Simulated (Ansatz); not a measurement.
# In under changes of volume

One of the cells (26.540 Å³/atom); the others are scaled copies at fixed shape and fractional positions:

```xyz
2
Lattice="3.3355 0.0000 0.0000 -1.6677 2.8886 0.0000 0.0000 0.0000 5.5091" Properties=species:S:1:pos:R:3 pbc="T T T"
In    1.6677    0.9629    4.1319
In    0.0000    1.9257    1.3773
```

This isn't the form of In at room conditions, which is tetragonal.

| Quantity | Value |
| --- | --- |
| Program | Ansatz 0.2.0 |
| Functional | LDA |
| Potentials or basis | all-electron LAPW, scalar-relativistic |
| Cutoff | 168 eV (chosen from the basis error) |
| Basis error allowed | 0.001 eV/atom |
| k mesh | 9 × 9 × 5 |
| Occupations | fermi-dirac, width 0.05 eV |
| Spin | no spin polarisation |

```csv
volume (Å³/atom),energy over the lowest point (meV/atom),pressure (GPa)
24.948,0.00,-0.5
25.478,?,?
26.009,9.92,-2.2
26.540,18.65,-2.9
27.071,29.25,-3.4
27.602,41.45,-3.9
28.133,55.16,-4.3
```

What does the run at 25.478 Å³/atom give?

Energy over the lowest point 3.53 meV/atom; pressure -1.4 GPa.

Worked out: A Birch-Murnaghan fit of order 3 (a polynomial in V^(-2/3)) to the other rows has its minimum at 24.62 Å³/atom, just outside them, with B0 = V·E''(V) = 49 GPa and B' = 6.3 at fixed shape and positions, which overstates the stiffness. It gives 3.61 meV/atom at 25.478 Å³/atom, against the run's 3.53, and -dE/dV = -1.5 GPa, against -1.4.

Energies are extrapolated to zero smearing.
